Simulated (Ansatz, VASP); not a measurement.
CaSe: VASP beside Ansatz

```
CELL_PARAMETERS angstrom
3.63067 -0.00412 -0.00412
-0.00412 3.63067 -0.00412
-0.00412 -0.00412 3.63067
ATOMIC_POSITIONS crystal
Ca 0.00000 0.00000 0.00000
Se 0.50000 0.50000 0.50000
```

Change from the starting cell: shear_111 strain -0.3%.

Alike in both runs: task single point; functional r2SCAN; k mesh 8 × 8 × 8; no spin polarisation.

```csv
,VASP,Ansatz
version,VASP 6.6.1,Ansatz 0.2.0
potentials or method,"VASP PAW PBE potentials, release 64 (Ca_sv, Se)","plane waves, PAW"
plane-wave cutoff (eV),520,500
occupations,"gaussian, width 0.01 eV",fixed
valence electrons in the cell,16,26
```

```tsv
	VASP	Ansatz	Ansatz less VASP
gap on the k mesh at the Fermi level (eV)	1.24	1.23	-0.008
pressure (GPa)	0.4	0.1	-0.22
```

The two sets of potentials don't hold the same shells in valence.

Caveats: the PAW data sets were made with another functional, which shifts forces and pressure a little (VASP). A k mesh can miss the band edges.
